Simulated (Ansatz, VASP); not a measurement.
# Sb: VASP beside Ansatz

```
CELL_PARAMETERS angstrom
3.08334 0.00000 0.00000
0.00000 3.08334 0.00000
0.00000 0.00000 3.08334
ATOMIC_POSITIONS crystal
Sb 0.00000 0.00000 0.00000
```

Alike in both runs: task single point; functional PBEsol; k mesh 12 × 12 × 12; occupations fermi-dirac, width 0.05 eV; no spin polarisation.

|  | VASP | Ansatz |
| --- | --- | --- |
| version | VASP 6.6.1 | Ansatz 0.2.0 |
| potentials or method | VASP PAW PBE potentials, release 64 (Sb), cutoff 520 eV | all-electron LAPW, scalar-relativistic |

Ansatz gave:

| Property | Result |
| --- | --- |
| pressure (GPa) | -1.2 |

Problem. What did VASP give for the same quantities?

Solution. Pressure (GPa): -1.1.

Ansatz ran all-electron here, so the differences hold the error of VASP's frozen core and of both bases.

Caveats: the PAW data sets were made with another functional, which shifts forces and pressure a little (VASP). The runs have no spin-orbit coupling, so splittings on Sb are missing.
